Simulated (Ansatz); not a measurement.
Input and output for Cu (fcc type): DFT, PBE, all-electron LAPW, scalar-relativistic (Ansatz 0.2.0). This run: fcc relaxed under pressure.

The cell comes from a relaxation on PAW files under the same functional.

Command: `ansatz run input.yaml --threads 1 --pin off --max-ram 3584MiB --backend cpu --events-out ev --progress --plain --runs-dir out` It took 21 s on 1 thread of Intel(R) Xeon(R) Platinum 8488C (Sapphire Rapids), on a shared host, peak memory 0.43 GiB.

```yaml
crystal:
  lattice:
    - [0.0, 1.7504853964, 1.7504853964]
    - [1.7504853964, 0.0, 1.7504853964]
    - [1.7504853964, 1.7504853964, 0.0]
  atoms:
    - { symbol: Cu, position: [0.0, 0.0, 0.0] }
kpoints:
  mp_grid: { grid: [19, 19, 19] }
scf:
  occupations: { method: fermi_dirac, width: 0.1 }
hamiltonian:
  xc: pbe
  pseudopotentials: { kind: all_electron, lapw: { basis_error: 0.0005 } }
output:
  forces: true
  stress: true
  eigenvalues: true
relax:
  f_tol: 0.005
  max_steps: 12
  cell: { p_target: 20.0, stress_tol: 0.03 }
```

Output:

```
The last accepted step is kept in <dir> (removed where the run ends without a failure and the disk answers)
LAPW: plane waves up to 9.811 Å⁻¹, error target 5.0e-4 eV per atom; small_component_spin mean_spin; Cu in spheres of 1.201 Å, 19 of its electrons in bands, Dirac shells [] (how accurate: hamiltonian.pseudopotentials.lapw.basis_error, Limitations)
Engine: ansatz 0.2.0
Pseudopotentials: kind: all_electron
Pseudopotential: Cu, LAPW, valence charge 19, lapw/all_electron/scalar/gaussian/Cu, Koelling and Harmon's equation, gaussian nucleus
Functional definition: PBE
  parameter kappa = 0.804
  parameter beta = 0.06672455060314922
  exchange = pbe_x(kappa = kappa, mu = beta*pi^2/3)
  correlation = pbe_c(beta = beta)
Crystal: 1 atoms, lattice volume = 10.728 Å³
Basis set: ecut = 366.7037437689389 eV, 169 PW (Γ), exchange–correlation at level 2
Bands: 14, of which v1, the nominal top of the filled ones, is band 10 counted from 1 (9 counted from 0)
Symmetry: 48 space group operations
Space group: Fm-3m (ITA 225), of the structure as read, at distance tolerance 2.2e-5 Å
k-points: 220 of 6859
Non-local potential: Cu, projectors of the file, none
Initial density: superposition of atomic densities (chi_scale 0.1, normalization cell)
Initial wavefunctions: plane waves of lowest kinetic energy (no species holds an atomic orbital)
Functional: x = pbe(κ = 0.804, μ = 0.2195149727645171), c = pbe(β = 0.06672455060314922)
iter 1 solved again at ethr=9.64e-4 eV; its pass at ethr=1.00e-1 eV (dr2=1.83e-1 eV) is discarded
SCF iter   1: F=—  HF=-45035.139769 eV  |F-HF|=—  |Δ(HF+E_count)|=         —  Δρ=6.04e-2  dr2=1.84e-1  ethr=9.64e-4  ⟨swp⟩=2.4  Hψ=21530  notcnv=0
preconditioner: auto → none  [metal: Δε(μ)=0.073 eV  Ē_g=17.105 eV  σ=0.100 eV  W_gap=0.18  n_scr=0 (ndim 8)  ℏωp=37.6 eV  f_vac=0.000  D(μ)=0.38/eV (n_scr^D=0)]
SCF iter   2: F=—  HF=-45035.742219 eV  |F-HF|=—  |Δ(HF+E_count)|=   6.02e-1  Δρ=3.45e-2  dr2=6.12e-2  ethr=9.64e-4  ⟨swp⟩=3.0  Hψ=9907  notcnv=0
iter 3 solved again at ethr=8.01e-7 eV; its pass at ethr=3.22e-4 eV (dr2=1.52e-4 eV) is discarded
SCF iter   3: F=—  HF=-45034.274124 eV  |F-HF|=—  |Δ(HF+E_count)|=    1.47e0  Δρ=1.87e-3  dr2=1.52e-4  ethr=8.01e-7  ⟨swp⟩=2.9  Hψ=16267  notcnv=0
SCF iter   4: F=—  HF=-45034.231639 eV  |F-HF|=—  |Δ(HF+E_count)|=   4.25e-2  Δρ=4.73e-3  dr2=1.08e-3  ethr=8.01e-7  ⟨swp⟩=3.0  Hψ=9503  notcnv=0
SCF iter   5: F=—  HF=-45034.228159 eV  |F-HF|=—  |Δ(HF+E_count)|=   3.48e-3  Δρ=5.84e-4  dr2=1.52e-5  ethr=8.01e-7  ⟨swp⟩=3.0  Hψ=8888  notcnv=0
SCF iter   6: F=—  HF=-45034.228132 eV  |F-HF|=—  |Δ(HF+E_count)|=   2.66e-5  Δρ=1.51e-5  dr2=1.91e-8  ethr=8.01e-8  ⟨swp⟩=2.0  Hψ=8258  notcnv=0
SCF iter   7: F=-45034.228132 eV  HF=-45034.228132 eV  |F-HF|=4.58e-9  |Δ(HF+E_count)|=   7.90e-8  Δρ=1.75e-6  dr2=2.38e-10  ethr=1.01e-10  ⟨swp⟩=3.0  Hψ=9079  notcnv=0
SCF 1 converged in 7 iterations: F = -45034.228132 eV  dr2 = 2.38e-10
relax step   1: F+E_penalty+E_count = -45034.22813235 eV  Δ(F+E_penalty+E_count) = +0.000e0 eV  max|allowed force component| = 0.000e0 eV/Å  Δτ_max = 0.0000 Å  P = +19.981 GPa  Ω = 10.728 Å³  (7 SCF iters, accepted)
Initial density: handed on by an earlier stage of this run
Initial wavefunctions: those handed on with the density
iter 1 solved again at ethr=1.24e-12 eV; its pass at ethr=1.00e-1 eV (dr2=2.36e-10 eV) is discarded
SCF iter   1: F=—  HF=-45034.228132 eV  |F-HF|=—  |Δ(HF+E_count)|=         —  Δρ=1.75e-6  dr2=2.36e-10  ethr=1.24e-12  ⟨swp⟩=5.3  Hψ=17875  notcnv=0
preconditioner: auto → none  [metal: Δε(μ)=0.009 eV  Ē_g=18.242 eV  σ=0.100 eV  W_gap=0.02  n_scr=0 (ndim 8)  ℏωp=37.6 eV  f_vac=0.000  D(μ)=0.30/eV (n_scr^D=0)]
SCF iter   2: F=-45034.228132 eV  HF=-45034.228132 eV  |F-HF|=6.81e-9  |Δ(HF+E_count)|=   3.75e-8  Δρ=1.73e-6  dr2=1.26e-10  ethr=1.24e-12  ⟨swp⟩=3.0  Hψ=9495  notcnv=0
SCF 2 converged in 2 iterations: F = -45034.228132 eV  dr2 = 1.26e-10
relax step   2: F+E_penalty+E_count = -45034.22813235 eV  Δ(F+E_penalty+E_count) = +2.030e-9 eV  max|allowed force component| = 0.000e0 eV/Å  Δτ_max = 0.0000 Å  P = +19.981 GPa  Ω = 10.728 Å³  stress off target by 1.94e-2 GPa  SCF on the basis re-selected at this cell (its energy is not comparable with the rows above)  (2 SCF iters)
basis re-selected at this cell: Δ(F+E_penalty+E_count) = +2.030e-9 eV, ΔP = -0.001 GPa vs the last step (what re-selecting the basis moved, after the strain that the cell walked since its last selection, with what the two solves' SCF thresholds leave and, on support functions, any second-order correction that the steps lacked; it is no measure of the basis error at this ecutwfc). This SCF's stress stands 1.94e-2 GPa from its target on what of the cell is left free (relax.cell.stress_tol is 3.00e-2 GPa) and its largest allowed force component is 0.00e0 eV/Å (relax.f_tol is 5.00e-3 eV/Å): within both
SCF converged after 2 iterations
Free energy (F): -45034.228132 eV
Harris-Foulkes:  -45034.228132 eV  (|F-HF|=6.81e-9)
Internal energy: -45034.218223 eV  (E = F + TS)
E sigma→0 (E₀):  -45034.223178 eV
Entropy (-TS):   -0.009909 eV (-9.909 meV/atom)
Fermi energy:    18.831993 eV
--- Per-component energies (eV) ---
  E_band       = -326.759606
  E_kinetic    = 45812.078597
  E_xc         = -1841.377457
  E_electrostatic = -89004.919363  (all electrons and nuclei)
  E_smearing   = -0.009909  (= −TS)
  E_closure    = 0.000000  (closes the sum)
  E_atoms      = -45030.532457  (free atoms, spherical and without spin; not in F)
  Σ components = -45034.228132   (vs F -45034.228132, Δ=0.00e0)
  Basis errors (estimates in eV, not in F): energy 1.1e-4 per atom: plane waves 1.0e-4 (5.4e-5 summed), levels above the bands 9.5e-97, relativity 5.8e-9, radial functions 5.5e-6, core shells 1.2e-10; eigenvalues (radial functions only) 3.6e-7; not estimated: angular momenta, meshes, grids; target (lapw.basis_error) 5.0e-4; muffin-tin radii Cu 1.201 Å
--- Forces (eV/Å), atoms counted from 1 ---
  atom   1  Cu     0.00000000     0.00000000     0.00000000
  max |Σ_I F_I| component: 1.85e-32 eV/Å
--- Stress (GPa, compression-positive) ---
       19.980633       0.000000      -0.000000
        0.000000      19.980633       0.000000
       -0.000000       0.000000      19.980633
  P = ⅓ Tr σ = 19.9806 GPa (199.806 kbar)
--- Band table (eV; the first three rows and the last of 220) ---
  k-point 0: bands = ["-94.0640", "-51.3502", "-51.3502", "-51.3502", "8.5954", "15.4471", "15.4471", "15.4471", "16.4139", "16.4139", "42.1382", "45.5146", "45.5146", "45.5146"]
  k-point 1: bands = ["-94.0634", "-51.3545", "-51.3508", "-51.3508", "8.7038", "15.4211", "15.4696", "15.4696", "16.4046", "16.4046", "41.6688", "44.0446", "45.1673", "45.1673"]
  k-point 2: bands = ["-94.0617", "-51.3668", "-51.3526", "-51.3526", "9.0254", "15.3497", "15.5289", "15.5289", "16.3844", "16.3844", "39.6289", "43.1283", "44.5198", "44.5198"]
  k-point 219: bands = ["-94.0347", "-51.4571", "-51.4511", "-51.4092", "14.1199", "14.7144", "14.9483", "16.3627", "17.2310", "24.9865", "25.2225", "27.7206", "28.8782", "47.2015"]
--- Relaxed structure (1 steps of the walk, 1 accepted, 1 SCFs on fresh bases) ---
  F+E_penalty+E_count = -45034.22813235 eV   max|allowed force component| = 0.000e0 eV/Å   (the final SCF, on the basis selected at the relaxed cell)
  cell:  # Å, volume = 10.7277 Å³
    - [0.0, 1.7504853964, 1.7504853964]
    - [1.7504853964, 0.0, 1.7504853964]
    - [1.7504853964, 1.7504853964, 0.0]
  atoms:
    - { symbol: Cu, position: [0.0, 0.0, 0.0] }
```

Next run (bcc relaxed under pressure), as changes to the input before:

```diff
   lattice:
-    - [0.0, 1.7504853964, 1.7504853964]
-    - [1.7504853964, 0.0, 1.7504853964]
-    - [1.7504853964, 1.7504853964, 0.0]
+    - [-1.390932309, 1.390932309, 1.390932309]
+    - [1.390932309, -1.390932309, 1.390932309]
+    - [1.390932309, 1.390932309, -1.390932309]
   atoms:
```

Command: `ansatz run input.yaml --threads 1 --pin off --max-ram 3584MiB --backend cpu --events-out ev --progress --plain --runs-dir out` It took 24 s on 1 thread of Intel(R) Xeon(R) Platinum 8488C (Sapphire Rapids), with other jobs on the host, peak memory 0.43 GiB.

Results part of the output:

```
basis re-selected at this cell: Δ(F+E_penalty+E_count) = +8.913e-9 eV, ΔP = +0.002 GPa vs the last step (what re-selecting the basis moved, after the strain that the cell walked since its last selection, with what the two solves' SCF thresholds leave and, on support functions, any second-order correction that the steps lacked; it is no measure of the basis error at this ecutwfc). This SCF's stress stands 1.44e-2 GPa from its target on what of the cell is left free (relax.cell.stress_tol is 3.00e-2 GPa) and its largest allowed force component is 0.00e0 eV/Å (relax.f_tol is 5.00e-3 eV/Å): within both
SCF converged after 2 iterations
Free energy (F): -45034.193723 eV
Harris-Foulkes:  -45034.193723 eV  (|F-HF|=3.11e-8)
Internal energy: -45034.185133 eV  (E = F + TS)
E sigma→0 (E₀):  -45034.189428 eV
Entropy (-TS):   -0.008590 eV (-8.590 meV/atom)
Fermi energy:    18.690926 eV
--- Per-component energies (eV) ---
  E_band       = -327.944879
  E_kinetic    = 45812.093070
  E_xc         = -1841.388495
  E_electrostatic = -89004.889708  (all electrons and nuclei)
  E_smearing   = -0.008590  (= −TS)
  E_closure    = 0.000000  (closes the sum)
  E_atoms      = -45030.532457  (free atoms, spherical and without spin; not in F)
  Σ components = -45034.193723   (vs F -45034.193723, Δ=0.00e0)
  Basis errors (estimates in eV, not in F): energy 1.3e-4 per atom: plane waves 1.2e-4 (6.6e-5 summed), levels above the bands 1.4e-79, relativity 1.5e-8, radial functions 5.8e-6, core shells 3.2e-10; eigenvalues (radial functions only) 1.6e-5; not estimated: angular momenta, meshes, grids; target (lapw.basis_error) 5.0e-4; muffin-tin radii Cu 1.168 Å
--- Forces (eV/Å), atoms counted from 1 ---
  atom   1  Cu    -0.00000000    -0.00000000    -0.00000000
  max |Σ_I F_I| component: 9.24e-32 eV/Å
--- Stress (GPa, compression-positive) ---
       20.014441      -0.000000       0.000000
       -0.000000      20.014441       0.000000
        0.000000       0.000000      20.014441
  P = ⅓ Tr σ = 20.0144 GPa (200.144 kbar)
--- Band table (eV; the first three rows and the last of 220) ---
  k-point 0: bands = ["-94.1274", "-51.4121", "-51.4121", "-51.4121", "8.5491", "15.3007", "15.3007", "15.3007", "16.4732", "16.4732", "44.6656", "44.6656", "44.6656", "49.0124"]
  k-point 1: bands = ["-94.1268", "-51.4165", "-51.4137", "-51.4121", "8.6635", "15.2770", "15.2994", "15.3482", "16.4496", "16.4750", "43.4891", "44.3908", "44.4165", "47.6564"]
  k-point 2: bands = ["-94.1249", "-51.4290", "-51.4181", "-51.4120", "9.0030", "15.2091", "15.2907", "15.4873", "16.3903", "16.4808", "40.9640", "43.4556", "43.8496", "45.7310"]
  k-point 219: bands = ["-94.0849", "-51.5311", "-51.5305", "-51.5305", "13.5153", "13.5191", "17.0966", "17.0966", "17.1199", "26.7568", "27.3613", "27.3613", "33.0359", "33.3972"]
--- Relaxed structure (2 steps of the walk, 2 accepted, 1 SCFs on fresh bases) ---
  F+E_penalty+E_count = -45034.19372292 eV   max|allowed force component| = 0.000e0 eV/Å   (the final SCF, on the basis selected at the relaxed cell)
  cell:  # Å, volume = 10.7649 Å³
    - [-1.3909684549274917, 1.3909684549274917, 1.3909684549274917]
    - [1.3909684549274917, -1.3909684549274917, 1.3909684549274917]
    - [1.3909684549274917, 1.3909684549274917, -1.3909684549274917]
  atoms:
    - { symbol: Cu, position: [0.0, 0.0, 0.0] }
```

Next run (hcp relaxed under pressure), as changes to the input before:

```diff
   lattice:
-    - [-1.390932309, 1.390932309, 1.390932309]
-    - [1.390932309, -1.390932309, 1.390932309]
-    - [1.390932309, 1.390932309, -1.390932309]
+    - [2.4741973372, 0.0, 0.0]
+    - [-1.2370986686, 2.142717748, 0.0]
+    - [0.0, 0.0, 4.050872966]
   atoms:
-    - { symbol: Cu, position: [0.0, 0.0, 0.0] }
+    - { symbol: Cu, position: [0.3333333333, 0.6666666667, 0.25] }
+    - { symbol: Cu, position: [0.6666666667, 0.3333333333, 0.75] }
 kpoints:
-  mp_grid: { grid: [19, 19, 19] }
+  mp_grid: { grid: [18, 18, 10] }
 scf:
```

Results part of the output:

```
basis re-selected at this cell: Δ(F+E_penalty+E_count) = +6.636e-9 eV, ΔP = -0.001 GPa vs the last step (what re-selecting the basis moved, after the strain that the cell walked since its last selection, with what the two solves' SCF thresholds leave and, on support functions, any second-order correction that the steps lacked; it is no measure of the basis error at this ecutwfc). This SCF's stress stands 2.61e-2 GPa from its target on what of the cell is left free (relax.cell.stress_tol is 3.00e-2 GPa) and its largest allowed force component is 1.62e-17 eV/Å (relax.f_tol is 5.00e-3 eV/Å): within both
SCF converged after 2 iterations
Free energy (F): -90068.439231 eV
Harris-Foulkes:  -90068.439231 eV  (|F-HF|=1.93e-8)
Internal energy: -90068.415328 eV  (E = F + TS)
E sigma→0 (E₀):  -90068.427280 eV
Entropy (-TS):   -0.023903 eV (-11.951 meV/atom)
Fermi energy:    18.716234 eV
--- Per-component energies (eV) ---
  E_band       = -654.099368
  E_kinetic    = 91624.139170
  E_xc         = -3682.750223
  E_electrostatic = -178009.804275  (all electrons and nuclei)
  E_smearing   = -0.023903  (= −TS)
  E_closure    = 0.000000  (closes the sum)
  E_atoms      = -90061.064913  (free atoms, spherical and without spin; not in F)
  Σ components = -90068.439231   (vs F -90068.439231, Δ=0.00e0)
  Basis errors (estimates in eV, not in F): energy 1.1e-4 per atom: plane waves 1.1e-4 (5.5e-5 summed), levels above the bands 4.2e-36, relativity 6.3e-9, radial functions 2.2e-6, core shells 1.2e-10; eigenvalues (radial functions only) 1.7e-7; not estimated: angular momenta, meshes, grids; target (lapw.basis_error) 5.0e-4; muffin-tin radii Cu 1.200 Å
--- Forces (eV/Å), atoms counted from 1 ---
  atom   1  Cu     0.00000000     0.00000000     0.00000000
  atom   2  Cu    -0.00000000    -0.00000000     0.00000000
  max |Σ_I F_I| component: 4.63e-18 eV/Å
--- Stress (GPa, compression-positive) ---
       19.981613      -0.000000       0.000000
       -0.000000      19.981613       0.000000
        0.000000       0.000000      19.973916
  P = ⅓ Tr σ = 19.9790 GPa (199.790 kbar)
--- Band table (eV; the first three rows and the last of 222) ---
  k-point 0: bands = ["-94.0794", "-94.0577", "-51.5190", "-51.3894", "-51.3894", "-51.3667", "-51.3667", "-51.3647", "8.5805", "13.0706", "15.4113", "15.4903", "15.4903", "15.7336", "15.7336", "16.0760", "16.0760", "16.9393", "16.9393", "17.3757", "22.9593", "40.8966", "41.9996"]
  k-point 1: bands = ["-94.0789", "-94.0582", "-51.5153", "-51.3888", "-51.3888", "-51.3685", "-51.3673", "-51.3673", "8.6780", "13.0150", "15.3904", "15.4706", "15.4706", "15.7129", "15.7129", "16.1235", "16.1235", "16.9338", "16.9338", "16.9638", "23.6118", "40.8957", "42.0973"]
  k-point 2: bands = ["-94.0774", "-94.0597", "-51.5044", "-51.3872", "-51.3872", "-51.3795", "-51.3689", "-51.3689", "8.9674", "12.8052", "15.3318", "15.4329", "15.4329", "15.6573", "15.6573", "16.1625", "16.2416", "16.2416", "16.9131", "16.9131", "25.1748", "39.8300", "41.0082"]
  k-point 221: bands = ["-94.0519", "-94.0519", "-51.4908", "-51.4908", "-51.4617", "-51.4617", "-51.3966", "-51.3966", "14.3947", "14.3947", "14.4889", "14.4889", "15.0990", "15.0990", "16.0572", "16.0572", "16.9737", "16.9737", "23.0233", "23.0233", "24.6022", "24.6022", "26.3415"]
--- Relaxed structure (1 steps of the walk, 1 accepted, 1 SCFs on fresh bases) ---
  F+E_penalty+E_count = -90068.43923104 eV   max|allowed force component| = 1.619e-17 eV/Å   (the final SCF, on the basis selected at the relaxed cell)
  cell:  # Å, volume = 21.4757 Å³
    - [2.474197337205189, 0.0, 0.0]
    - [-1.2370986686025944, 2.1427177479955066, 0.0]
    - [0.0, 0.0, 4.050872966]
  atoms:
    - { symbol: Cu, position: [0.33333333333333326, 0.6666666666666665, 0.25] }
    - { symbol: Cu, position: [0.6666666666666665, 0.33333333333333326, 0.75] }
```

Next run (simple hexagonal relaxed under pressure), as changes to the input before:

```diff
   lattice:
-    - [2.4741973372, 0.0, 0.0]
-    - [-1.2370986686, 2.142717748, 0.0]
-    - [0.0, 0.0, 4.050872966]
+    - [2.3922642305, 0.0, 0.0]
+    - [-1.1961321153, 2.0717615962, 0.0]
+    - [0.0, 0.0, 2.3182186818]
   atoms:
-    - { symbol: Cu, position: [0.3333333333, 0.6666666667, 0.25] }
-    - { symbol: Cu, position: [0.6666666667, 0.3333333333, 0.75] }
+    - { symbol: Cu, position: [0.0, 0.0, 0.0] }
 kpoints:
-  mp_grid: { grid: [18, 18, 10] }
+  mp_grid: { grid: [18, 18, 17] }
 scf:
```

Results part of the output:

```
basis re-selected at this cell: Δ(F+E_penalty+E_count) = -1.360e-8 eV, ΔP = -0.001 GPa vs the last step (what re-selecting the basis moved, after the strain that the cell walked since its last selection, with what the two solves' SCF thresholds leave and, on support functions, any second-order correction that the steps lacked; it is no measure of the basis error at this ecutwfc). This SCF's stress stands 4.45e-4 GPa from its target on what of the cell is left free (relax.cell.stress_tol is 3.00e-2 GPa) and its largest allowed force component is 0.00e0 eV/Å (relax.f_tol is 5.00e-3 eV/Å): within both
SCF converged after 2 iterations
Free energy (F): -45033.948130 eV
Harris-Foulkes:  -45033.948130 eV  (|F-HF|=1.33e-8)
Internal energy: -45033.939855 eV  (E = F + TS)
E sigma→0 (E₀):  -45033.943992 eV
Entropy (-TS):   -0.008275 eV (-8.275 meV/atom)
Fermi energy:    17.153516 eV
--- Per-component energies (eV) ---
  E_band       = -354.129672
  E_kinetic    = 45812.124684
  E_xc         = -1841.238751
  E_electrostatic = -89004.825787  (all electrons and nuclei)
  E_smearing   = -0.008275  (= −TS)
  E_closure    = 0.000000  (closes the sum)
  E_atoms      = -45030.532457  (free atoms, spherical and without spin; not in F)
  Σ components = -45033.948130   (vs F -45033.948130, Δ=0.00e0)
  Basis errors (estimates in eV, not in F): energy 1.7e-4 per atom: plane waves 1.4e-4 (7.9e-5 summed), levels above the bands 3.1e-71, relativity 4.1e-8, radial functions 2.4e-5, core shells 1.3e-9; eigenvalues (radial functions only) 8.7e-7; not estimated: angular momenta, meshes, grids; target (lapw.basis_error) 5.0e-4; muffin-tin radii Cu 1.124 Å
--- Forces (eV/Å), atoms counted from 1 ---
  atom   1  Cu     0.00000000    -0.00000000     0.00000000
  max |Σ_I F_I| component: 1.64e-32 eV/Å
--- Stress (GPa, compression-positive) ---
       19.999591       0.000000      -0.000000
        0.000000      19.999591      -0.000000
       -0.000000      -0.000000      19.999555
  P = ⅓ Tr σ = 19.9996 GPa (199.996 kbar)
--- Band table (eV; the first three rows and the last of 333) ---
  k-point 0: bands = ["-95.5204", "-52.8185", "-52.8185", "-52.7682", "7.6181", "12.5546", "14.0254", "14.0254", "15.6499", "15.6499", "35.1257", "39.9290", "40.6190", "42.8094"]
  k-point 1: bands = ["-95.5198", "-52.8181", "-52.8181", "-52.7740", "7.7188", "12.5935", "14.0327", "14.0327", "15.6206", "15.6206", "33.7392", "40.7093", "41.3969", "42.9614"]
  k-point 2: bands = ["-95.5180", "-52.8168", "-52.8168", "-52.7906", "8.0169", "12.7078", "14.0539", "14.0539", "15.5373", "15.5373", "31.3037", "40.9791", "43.4117", "43.4117"]
  k-point 332: bands = ["-95.4761", "-52.9252", "-52.9252", "-52.9089", "13.0655", "13.0655", "14.1930", "14.1930", "16.0129", "25.5887", "26.8525", "26.8525", "30.4741", "30.4741"]
--- Relaxed structure (3 steps of the walk, 3 accepted, 1 SCFs on fresh bases) ---
  F+E_penalty+E_count = -45033.94812998 eV   max|allowed force component| = 0.000e0 eV/Å   (the final SCF, on the basis selected at the relaxed cell)
  cell:  # Å, volume = 11.4924 Å³
    - [2.3922727441985727, 2.8867615399156925e-11, -1.0838493497178367e-20]
    - [-1.1961363721242866, 2.071768969242642, 5.419246748701035e-21]
    - [-1.0503019602622252e-20, -1.5828888935118627e-33, 2.318778048372514]
  atoms:
    - { symbol: Cu, position: [0.0, 0.0, 0.0] }
```
